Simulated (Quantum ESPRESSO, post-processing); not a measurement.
# 2H-WS2, 2 layers, AA' stacking, stepped through the field along the normal, part 4 of 4

What law, if any, do the results for 2H-WS2, 2 layers, AA' stacking follow against the field along the normal?

Quantum ESPRESSO 7.5; plane-wave DFT, PBE, GBRV ultrasoft pseudopotentials.

So far. Step 2 (Relaxing cell and ions of the reference):  The last row is no step: it is a fresh SCF in the final cell with a new plane-wave basis, +2 meV from the row before. Step 5 (Bands along a path, 0 V/Å): Along this path the valence top lies at Γ and the conduction bottom between K and Γ.

## 7. SCF with pw.x, 0.4 V/Å

m9.scf.in

```
&control
  prefix = 'm9.scf'
  outdir = './out'
  pseudo_dir = './pseudo'
  calculation = 'scf'
  tprnfor = .true.
  tefield = .true.
  dipfield = .true.
/
&system
  ibrav = 0
  nat = 6
  ntyp = 2
  ecutwfc = 40
  ecutrho = 200
  occupations = 'smearing'
  smearing = 'fd'
  degauss = 0.002
  edir = 3
  emaxpos = 0.97
  eopreg = 0.04
  eamp = 0.00777876
  nbnd = 32
/
&electrons
  conv_thr = 1e-09
  mixing_beta = 0.4
  electron_maxstep = 120
  mixing_mode = 'plain'
  startingpot = 'file'
/
ATOMIC_SPECIES
  S   32.0600  s_pbe_v1.4.uspp.F.UPF
  W   183.8400  w_pbe_v1.2.uspp.F.UPF
CELL_PARAMETERS angstrom
  3.15870106900000 0.00000000000000 0.00000000000000
  -1.57935053400000 2.73551536900000 0.00000000000000
  0.00000000000000 0.00000000000000 27.15124046500000
ATOMIC_POSITIONS crystal
  S   0.333333333300 0.666666666700 0.329045400500
  W   0.000000000000 0.000000000000 0.387145221200
  S   0.333333333300 0.666666666700 0.445187150600
  S   0.000000000000 0.000000000000 0.554812849400
  W   0.333333333300 0.666666666700 0.612854778800
  S   0.000000000000 0.000000000000 0.670954599500
K_POINTS automatic
  12 12 1 0 0 0
```

Started as:

```
> cp -r out/m0.scf.save out/m9.scf.save
> OMP_NUM_THREADS=1 mpirun -n 4 pw.x -nk 4 -in m9.scf.in > m9.scf.out
```

Log:

```text
[banner, memory and clock lines left out]
Program PWSCF v.7.5 starts
[...]
number of electrons       =        52.00
     number of Kohn-Sham states=           32
     kinetic-energy cutoff     =      40.0000  Ry
     charge density cutoff     =     200.0000  Ry
[...]
number of k points=    74  Fermi-Dirac smearing, width (Ry)=  0.0020
[...]
Dense  grid:    75921 G-vectors     FFT dimensions: (  27,  27, 240)
[...]
The initial density is read from file :
[...]
negative rho (up, down):  1.363E-01 0.000E+00
[...]
Starting wfcs are   42 randomized atomic wfcs
[...]
negative rho (up, down):  1.363E-01 0.000E+00
[...]
estimated scf accuracy    <       1.47284628 Ry
[...]
negative rho (up, down):  1.359E-01 0.000E+00
[...]
estimated scf accuracy    <    1300.59353147 Ry
[...]
negative rho (up, down):  1.359E-01 0.000E+00
[...]
estimated scf accuracy    <       0.55626173 Ry
[...]
negative rho (up, down):  1.359E-01 0.000E+00
[...]
estimated scf accuracy    <       0.02670819 Ry
[...]
negative rho (up, down):  1.358E-01 0.000E+00
[...]
estimated scf accuracy    <       0.02304585 Ry
[...]
negative rho (up, down):  1.358E-01 0.000E+00
[...]
estimated scf accuracy    <       0.02088627 Ry
[...]
negative rho (up, down):  1.358E-01 0.000E+00
[...]
estimated scf accuracy    <       0.01970363 Ry
[...]
negative rho (up, down):  1.358E-01 0.000E+00
[...]
estimated scf accuracy    <       0.01738492 Ry
[...]
negative rho (up, down):  1.358E-01 0.000E+00
[...]
estimated scf accuracy    <       0.01504700 Ry
[...]
negative rho (up, down):  1.359E-01 0.000E+00
[...]
estimated scf accuracy    <       0.01298576 Ry
[...]
negative rho (up, down):  1.371E-01 0.000E+00
[...]
estimated scf accuracy    <       0.00933970 Ry
[...]
negative rho (up, down):  1.368E-01 0.000E+00
[...]
estimated scf accuracy    <       0.00013914 Ry
[...]
negative rho (up, down):  1.364E-01 0.000E+00
[...]
estimated scf accuracy    <       0.00003657 Ry
[...]
negative rho (up, down):  1.364E-01 0.000E+00
[...]
estimated scf accuracy    <       0.00003561 Ry
[...]
negative rho (up, down):  1.364E-01 0.000E+00
[...]
estimated scf accuracy    <       0.00000304 Ry
[...]
negative rho (up, down):  1.363E-01 0.000E+00
[...]
estimated scf accuracy    <       0.00000051 Ry
[...]
negative rho (up, down):  1.363E-01 0.000E+00
[...]
estimated scf accuracy    <       0.00000020 Ry
[...]
negative rho (up, down):  1.363E-01 0.000E+00
[...]
estimated scf accuracy    <       0.00000004 Ry
[...]
negative rho (up, down):  1.363E-01 0.000E+00
[...]
estimated scf accuracy    <          2.2E-09 Ry
[...]
negative rho (up, down):  1.363E-01 0.000E+00
[...]
Computed dipole along edir(3) :
        Dipole                0.3714 Ry au,          0.9439 Debye
        Dipole field          0.0029 Ry au,
        E field amplitude [Ha a.u.]:  7.7788E-03
        Potential amp.        0.4759 Ry
        Total length         49.2561 bohr
[...]
the Fermi energy is     3.0697 ev
!    total energy              =    -415.02731261 Ry
     estimated scf accuracy    <          2.8E-10 Ry
     smearing contrib. (-TS)   =      -0.00000000 Ry
     internal energy E=F+TS    =    -415.02731261 Ry
[...]
one-electron contribution =   -3322.39750159 Ry
     hartree contribution      =    1665.39792974 Ry
     xc contribution           =    -116.44891405 Ry
     ewald contribution        =    1358.42585616 Ry
     electric field correction =      -0.00468288 Ry
     convergence has been achieved in  20 iterations
     negative rho (up, down):  1.363E-01 0.000E+00
[...]
Total force =     0.007755     Total SCF correction =     0.000027
[...]
```

Run time: 3.4 min. Hardware: 4 MPI ranks of Arm Neoverse V1, shared host; peak memory 1 GiB.

Numbers from this step:

```
free energy                          : -5646.7343 eV
Fermi energy                         : 3.070 eV
dipole along the normal              : 0.1965 e·Å
valence top, on the run's zero       : 2.437 eV
conduction bottom, on the run's zero : 3.713 eV
gap by band count                    : 1.276 eV
```

## 8. Self-consistent run, -0.4 V/Å

m10.scf.in is the input of step 7 with these lines changed:

```diff
@@ -1,3 +1,3 @@
 &control
-  prefix = 'm9.scf'
+  prefix = 'm10.scf'
   outdir = './out'
@@ -21,3 +21,3 @@
   eopreg = 0.04
-  eamp = 0.00777876
+  eamp = -0.00777876
   nbnd = 32
```

Started as:

```
> cp -r out/m0.scf.save out/m10.scf.save
> OMP_NUM_THREADS=1 mpirun -n 4 pw.x -nk 4 -in m10.scf.in > m10.scf.out
```

Log:

```text
[banner, memory and clock lines left out]
Program PWSCF v.7.5 starts
[...]
number of electrons       =        52.00
     number of Kohn-Sham states=           32
     kinetic-energy cutoff     =      40.0000  Ry
     charge density cutoff     =     200.0000  Ry
[...]
number of k points=    74  Fermi-Dirac smearing, width (Ry)=  0.0020
[...]
Dense  grid:    75921 G-vectors     FFT dimensions: (  27,  27, 240)
[...]
The initial density is read from file :
[...]
negative rho (up, down):  1.363E-01 0.000E+00
[...]
Starting wfcs are   42 randomized atomic wfcs
[...]
negative rho (up, down):  1.363E-01 0.000E+00
[...]
estimated scf accuracy    <       1.47257701 Ry
[...]
negative rho (up, down):  1.358E-01 0.000E+00
[...]
estimated scf accuracy    <    1305.65941951 Ry
[...]
negative rho (up, down):  1.358E-01 0.000E+00
[...]
estimated scf accuracy    <       0.56164466 Ry
[...]
negative rho (up, down):  1.358E-01 0.000E+00
[...]
estimated scf accuracy    <       0.02775480 Ry
[...]
negative rho (up, down):  1.358E-01 0.000E+00
[...]
estimated scf accuracy    <       0.02225146 Ry
[...]
negative rho (up, down):  1.358E-01 0.000E+00
[...]
estimated scf accuracy    <       0.02018399 Ry
[...]
negative rho (up, down):  1.358E-01 0.000E+00
[...]
estimated scf accuracy    <       0.01916895 Ry
[...]
negative rho (up, down):  1.358E-01 0.000E+00
[...]
estimated scf accuracy    <       0.01709688 Ry
[...]
negative rho (up, down):  1.358E-01 0.000E+00
[...]
estimated scf accuracy    <       0.01505615 Ry
[...]
negative rho (up, down):  1.358E-01 0.000E+00
[...]
estimated scf accuracy    <       0.01295064 Ry
[...]
negative rho (up, down):  1.370E-01 0.000E+00
[...]
estimated scf accuracy    <       0.00922548 Ry
[...]
negative rho (up, down):  1.368E-01 0.000E+00
[...]
estimated scf accuracy    <       0.00014264 Ry
[...]
negative rho (up, down):  1.364E-01 0.000E+00
[...]
estimated scf accuracy    <       0.00004914 Ry
[...]
negative rho (up, down):  1.364E-01 0.000E+00
[...]
estimated scf accuracy    <       0.00007960 Ry
[...]
negative rho (up, down):  1.363E-01 0.000E+00
[...]
estimated scf accuracy    <       0.00001836 Ry
[...]
negative rho (up, down):  1.363E-01 0.000E+00
[...]
estimated scf accuracy    <       0.00000087 Ry
[...]
negative rho (up, down):  1.363E-01 0.000E+00
[...]
estimated scf accuracy    <       0.00000026 Ry
[...]
negative rho (up, down):  1.363E-01 0.000E+00
[...]
estimated scf accuracy    <       0.00000008 Ry
[...]
negative rho (up, down):  1.363E-01 0.000E+00
[...]
estimated scf accuracy    <       0.00000001 Ry
[...]
negative rho (up, down):  1.363E-01 0.000E+00
[...]
estimated scf accuracy    <       0.00000001 Ry
[...]
negative rho (up, down):  1.363E-01 0.000E+00
[...]
estimated scf accuracy    <          1.6E-09 Ry
[...]
negative rho (up, down):  1.363E-01 0.000E+00
[...]
Computed dipole along edir(3) :
        Dipole               -0.3715 Ry au,         -0.9443 Debye
        Dipole field         -0.0029 Ry au,
        E field amplitude [Ha a.u.]: -7.7788E-03
        Potential amp.       -0.4758 Ry
        Total length         49.2561 bohr
[...]
the Fermi energy is     2.9348 ev
!    total energy              =    -415.02731254 Ry
     estimated scf accuracy    <          5.3E-10 Ry
     smearing contrib. (-TS)   =      -0.00000000 Ry
     internal energy E=F+TS    =    -415.02731254 Ry
[...]
one-electron contribution =   -3322.39770357 Ry
     hartree contribution      =    1665.39813560 Ry
     xc contribution           =    -116.44891656 Ry
     ewald contribution        =    1358.42585616 Ry
     electric field correction =      -0.00468417 Ry
     convergence has been achieved in  22 iterations
     negative rho (up, down):  1.363E-01 0.000E+00
[...]
Total force =     0.007761     Total SCF correction =     0.000179
[...]
```

The job ended after 3.6 min (4 MPI ranks; peak memory 1 GiB; 14 min of CPU time).

Read from the output:

```
Fermi energy                         : 2.935 eV
dipole along the normal              : -0.1966 e·Å
valence top, on the run's zero       : 2.302 eV
conduction bottom, on the run's zero : 3.578 eV
```

## 9. The series side by side

The series in one table, energies over the lowest:

```csv
the field along the normal,dipole (e Å),gap along the path (eV),"upper vacuum line at the top atoms, over the zero (eV)","lower vacuum line at the bottom atoms, over the zero (eV)",energy (eV)
-0.4 V/Å,-0.1966,1.276,5.463,5.06,0.0000
-0.3 V/Å,-0.1473,1.322,5.425,5.126,0.0172
-0.2 V/Å,-0.09825,1.359,5.387,5.186,0.0295
-0.1 V/Å,-0.04915,1.382,5.343,5.242,0.0368
-0.05 V/Å,-0.02461,1.388,5.32,5.269,0.0387
0 V/Å,0,1.39,5.295,5.295,0.0393
0.05 V/Å,0.02461,1.388,5.269,5.32,0.0387
0.1 V/Å,0.04915,1.382,5.242,5.343,0.0368
0.2 V/Å,0.09827,1.359,5.186,5.387,0.0295
0.3 V/Å,0.1473,1.322,5.126,5.426,0.0172
0.4 V/Å,0.1965,1.275,5.061,5.463,0.0000
```

## 10. By hand

4πα/A = 180.95 × 0.4917 e Å²/V / 8.641 Å² = 10.30 Å.

In linear response the energy changes by −(p₀ + p)E/2: at 0.2 V/Å, −(0.0000 + 0.0983) × 0.2/2 = -0.0098 eV; the runs give -0.0098 eV.

## 11. What came out

```yaml
4pi_alpha_a_from_the_weak_fields: 10.30 Å
gap_along_the_path_at_minus_0p4_v_a_and_at_0p4_v_a: 1.28, 1.28 eV
upper_vacuum_line_at_the_top_atoms_over_the_zero_at_minus_0p4_v_a_and_at_0p4_v_a: 5.46, 5.06 eV
lower_vacuum_line_at_the_bottom_atoms_over_the_zero_at_minus_0p4_v_a_and_at_0p4_v_a: 5.06, 5.46 eV
```

The series holds 11 members; 4πα/A from the weak fields: 10.30 Å (PBE, GBRV ultrasoft). The strongest fields leave the weak-field line by 0.1 % of the induced dipole. From -0.4 V/Å to 0.4 V/Å the gap along the path goes from 1.28 to 1.28 eV by way of 1.39 at 0 V/Å. From -0.4 V/Å to 0.4 V/Å the upper vacuum line at the top atoms, over the zero falls from 5.46 to 5.06 eV. From -0.4 V/Å to 0.4 V/Å the lower vacuum line at the bottom atoms, over the zero rises from 5.06 to 5.46 eV. Ions are held; semilocal gaps are too small; in strong fields empty levels can belong to the vacuum; one stacking.

[Logs are printed without paths, hosts, clocks, repeated set-up lines and the standing remarks that a program may print on its own settings, such as how far it seeks lower states.]

[Hosts, paths, dates, database ids (printed as entryN), source tags and the programs' standing remarks are cut or masked in the printed files.]

[Maps of the electrostatic potential energy from Ansatz leave out the sawtooth potential of an applied field or a dipole correction, so their vacuum need not be flat; planar profiles and work functions include it.]
